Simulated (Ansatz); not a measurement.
Al: equation of state with LDA

**Measured values to compare with.**

“The interpretation of polycrystalline coherent inelastic neutron scattering from aluminium”, 2013, pmc:3831299 quotes, for a bulk crystal of Al: bulk modulus 76.9 GPa.

Al:

```xyz
1
Lattice="0.0000 2.0248 2.0248 2.0248 0.0000 2.0248 2.0248 2.0248 0.0000" Properties=species:S:1:pos:R:3 pbc="T T T"
Al    0.0000    0.0000    0.0000
```

| Item | Value |
| --- | --- |
| Program | Ansatz 0.2.0 |
| Task | equation of state |
| Functional | LDA |
| Potentials or basis | JTH PAW LDA |
| Cutoff | 570 eV |
| Density cutoff | 2850 eV |
| k mesh | 11 × 11 × 11 |
| Occupations | fermi-dirac, width 0.05 eV |
| Spin | no spin polarisation |

```yaml
Equilibrium_volume: 15.81 Å³/atom
Bulk_modulus: 86 GPa
Pressure_derivative_of_the_bulk_modulus: 4.7
```

Energy against volume, from the lowest point:
```csv
volume (Å³/atom),energy (meV/atom)
15.607,0.41
15.939,0.00
16.271,3.16
16.603,9.49
16.935,18.63
17.267,30.28
17.599,44.13
```

All runs of the series together: 3.3 s on 2 threads of Intel(R) Xeon(R) Platinum 8259CL CPU @ 2.50GHz (Skylake/Cascade Lake) (shared host).

Measured bulk modulus of Al: 76.9 GPa (quoted in “The interpretation of polycrystalline coherent inelastic neutron scattering from aluminium”, 2013, pmc:3831299). This calculation gives 86 GPa (+11.7 %). The fit is for a static lattice scaled at fixed shape and fixed fractional positions. The cell as given is a measured one (16.60 Å³/atom); LDA puts the equilibrium volume -4.8 % from it, thermal expansion not counted.
